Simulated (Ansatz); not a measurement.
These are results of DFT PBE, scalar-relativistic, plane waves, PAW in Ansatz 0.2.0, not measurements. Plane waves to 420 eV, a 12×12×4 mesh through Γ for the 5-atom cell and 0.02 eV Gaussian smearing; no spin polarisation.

Formation energies are uncorrected and count from the elements' standard states at the same level.

Task: Find a candidate hexagonal semiconductor that holds Bi and 1 more element, with a gap near 0.6 eV, a formation energy near −0.38 eV/atom and a density near 6.3 g/cm³, in a cell of 5 atoms.

Result: Bi₂Se₃, space group P-6m2 (No. 187). Around Bi lie 3 Se at 2.87 Å and 3 Se at 3.13 Å; around Se on a site of symmetry -6m2 lie 6 Bi at 3.13 Å; around Se on a site of symmetry 3m lie 3 Bi at 2.87 Å.

```
Bi Se
1.0
     4.17356    0.00000    0.00000
    -2.08678    3.61441    0.00000
     0.00000    0.00000   11.37878
Bi Se
2 3
Direct
  0.00000 0.00000 0.17536
  0.00000 0.00000 0.82464
  0.33333 0.66667 0.00000
  0.66667 0.33333 0.31309
  0.66667 0.33333 0.68691
```

* Volume per atom: 34.3 Å³
* Density: 6.3 g/cm³
* Energy over the elements: −0.376 eV/atom
* Gap on the 12×12×4 mesh of the 5-atom cell: 0.56 eV

The cell was found from a structure generator's guess, not taken from experiment. Other answers may fit too; this one was computed.

No dispersion correction is applied, so the spacing and binding between layers, chains or molecules are poorly described. Spin–orbit coupling, which can matter for Bi, is left out. Kohn–Sham gaps at this level usually fall short of measured ones. The missing spin–orbit coupling can work the other way here. The reference form of Se is held partly by dispersion forces, which this level lacks. A structure relaxed within its symmetry needn't be a true minimum.
